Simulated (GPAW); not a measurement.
CsPbCl3:

```xyz
5
Lattice="5.6050 0.0000 0.0000 0.0000 5.6050 0.0000 0.0000 0.0000 5.6050" Properties=species:S:1:pos:R:3 pbc="T T T"
Pb    2.8025    2.8025    2.8025
Cs    0.0000    0.0000    0.0000
Cl    2.8025    0.0000    2.8025
Cl    0.0000    2.8025    2.8025
Cl    2.8025    2.8025    0.0000
```

Base run:

```yaml
Program: GPAW 26.7.0
Functional: PW91
Potentials_or_basis: PAW data sets generated in the run's folder for this functional
Cutoff: 600 eV
Basis: pw
k_mesh: 5 × 5 × 5
Occupations: fermi-dirac, width 0.05 eV
Spin: no spin polarisation
```

Its results: band gap on the k mesh 2.91 eV, direct; pressure 1.5 GPa.

Q: After a change of settings the same cell gave: band gap on the k mesh 2.81 eV, direct; pressure 0.0 GPa. Which change was it?
A. functional from PW91 to RPBE; potentials or basis from PAW data sets generated in the run's folder for this functional to the program's PAW data sets (release 1.2.1) made for this functional
B. functional from PW91 to SCAN; potentials or basis from PAW data sets generated in the run's folder for this functional to GPAW PAW data sets (gpaw-data 1.2.1)
C. functional from PW91 to r2SCAN; potentials or basis from PAW data sets generated in the run's folder for this functional to GPAW PAW data sets (gpaw-data 1.2.1)
D. functional from PW91 to PBEsol

A: D.

PBEsol binds more tightly than PW91, so the same cell stands under less pressure.

Caveats: spin-orbit coupling is left out, which as a rule narrows the gap of such compounds by several tenths of an eV; an odd mesh through Γ misses points on the zone boundary, where band edges often lie.

Runs at the PBE level aren't shown here.
